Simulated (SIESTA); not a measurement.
The system is TiO2.

```
Ti O
1.0
     4.59984    0.00000    0.00000
     0.00000    4.59984    0.00000
     0.00000    0.00000    2.95921
Ti O
2 4
Direct
  0.00000 0.00000 0.50000
  0.50000 0.50000 0.00000
  0.30432 0.30432 0.50000
  0.19568 0.80432 0.00000
  0.80432 0.19568 0.00000
  0.69568 0.69568 0.50000
```

The cell is a database's computed one.

| Item | Value |
| --- | --- |
| Program | SIESTA 5.4.2 |
| Task | relaxation of cell and atoms |
| Functional | RPBE |
| Potentials or basis | PseudoDojo 0.4 standard (PBE files) |
| Basis | DZP (energy shift 0.002 Ry) |
| Grid cutoff | 800 Ry |
| Energy shift | 0.002 Ry |
| k mesh | 4 × 4 × 6 |
| Occupations | fermi-dirac, width 0.05 eV |
| Spin | no spin polarisation |

At the start: pressure 10.8 GPa; volume 10.44 Å³/atom.

Q: Where does the relaxation end?

A: Over 12 steps the energy falls by 16.8 meV/atom and the volume is 10.97 Å³/atom (+5.1 %); space group P4_2/mnm (No. 136, to 0.05 Å).

The path:
```tsv
step	energy change (eV)	largest force (eV/Å)	pressure (GPa)	volume (Å³)
1	0.0000	0.0592	10.83	62.61
2	-0.0203	0.0163	9.49	62.93
3	-0.0932	0.1891	0.90	65.26
4	-0.0959	0.1570	0.15	65.52
5	-0.0988	0.0572	-0.35	65.78
6	-0.0994	0.0011	-0.15	65.77
7	-0.0995	0.0160	0.03	65.73
8	-0.0998	0.0294	0.23	65.69
9	-0.1002	0.0365	0.40	65.67
10	-0.1006	0.0279	0.38	65.71
11	-0.1008	0.0092	0.15	65.78
12	-0.1008	0.0012	0.03	65.82
```

Final structure:
```xyz
6
Lattice="4.6865 0.0000 0.0000 0.0000 4.6865 0.0000 0.0000 0.0000 2.9967" Properties=species:S:1:pos:R:3 pbc="T T T"
Ti    0.0000    0.0000    1.4984
Ti    2.3432    2.3432    0.0000
O     1.4334    1.4334    1.4984
O     0.9098    3.7767    0.0000
O     3.7767    0.9098    0.0000
O     3.2531    3.2531    1.4984
```

Caveat: semicore shells carry a single zeta, which can move pressures by several GPa and volumes by a few percent; the potentials were made for another functional, which shifts forces and pressure; the basis of atomic orbitals isn't converged, which shifts pressures, moduli and gaps.
